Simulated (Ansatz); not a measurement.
# ZnO, space group P6_3mc: a comparison of functionals at one structure

Run with the Python package of Ansatz (0.2.0).

The script reads `zno.cif`:
```cif
data_ZnO
_cell_length_a 3.249308
_cell_length_b 3.249308
_cell_length_c 5.205709
_cell_angle_alpha 90.00000
_cell_angle_beta 90.00000
_cell_angle_gamma 120.00000
_symmetry_space_group_name_H-M 'P 1'
_symmetry_Int_Tables_number 1
loop_
_symmetry_equiv_pos_as_xyz
'x, y, z'
loop_
_atom_site_label
_atom_site_type_symbol
_atom_site_fract_x
_atom_site_fract_y
_atom_site_fract_z
Zn1 Zn    0.333333    0.666667    0.500000
Zn2 Zn    0.666667    0.333333    0.000000
O3 O    0.666667    0.333333    0.379010
O4 O    0.333333    0.666667    0.879010
```

The script, `run_xc.py`:
```python
import ansatz as az
from ase.io import read
from tabulate import tabulate

atoms = read("zno.cif")
xtal = az.Crystal.from_ase(atoms)

job = (
    xtal.calculation()
    .pseudopotentials("paw")
    .basis(450)
    .kpoints(6, 6, 4, center="gamma")
    .occupations(az.OccupationsMethod.FIXED)
    .stress()
)

rows = []
for value in ["rpbe", "r2scan", "pbesol", "blyp", "pbe"]:
    rep = job.functional(value).run(threads=1, backend="cpu").report
    rows.append((value, rep["free_energy_ev"] / len(rep["lattice"]["sites"]), rep["n_iterations"], sum(rep["stress_gpa"][i][i] for i in range(3)) / 3, rep["n_kpoints"]))

print(tabulate(rows, headers=["functional", "F/atom (eV)", "iterations", "P (GPa)", "k-points"], floatfmt=".4f", tablefmt="github"))
```

Output of `python run_xc.py`:
```text
DeckWarning: the atoms were moved onto the symmetric positions of the space group found under crystal.symmetry.tolerance 1.0e-5 (fractional; no operation is sought that the atoms, as they stand in a [...]
DeckWarning: basis.ecutwfc = 450 eV is below the records' recommended 500 eV, and the density's cutoff is lower with it unless basis.ecutrho_ratio is high enough to keep the records' density cutoff: compare with a run at a higher cutoff
| functional   |   F/atom (eV) |   iterations |   P (GPa) |   k-points |
|--------------|---------------|--------------|-----------|------------|
| rpbe         |    -1946.9816 |            7 |    9.4875 |         21 |
| r2scan       |    -1947.4605 |            8 |   -1.1029 |         21 |
| pbesol       |    -1921.0667 |            7 |   -1.4716 |         21 |
| blyp         |    -1949.1785 |            7 |    9.4034 |         21 |
| pbe          |    -1943.4197 |            6 |    4.8909 |         21 |
```
(Warnings from the package without file and line, shortened.)

Caveats:
- The cutoff lies under the one recommended for these potentials in some of the runs.
- Under the recommended cutoff a pressure can be off by several GPa, even in sign.
- Pressure is positive in compression.
- The structure is a deposited one; some such entries were measured under pressure or heat, so a shift against it needn't be the functional's error alone.
- Total energies of different functionals can't be compared; pressures, moments and gaps at this one structure can.
- Run time: 15 s on 1 thread of Arm Neoverse V1, on a shared host, peak memory 0.53 GiB.

(Lines on the test bed's own set-up are left out of the output.)
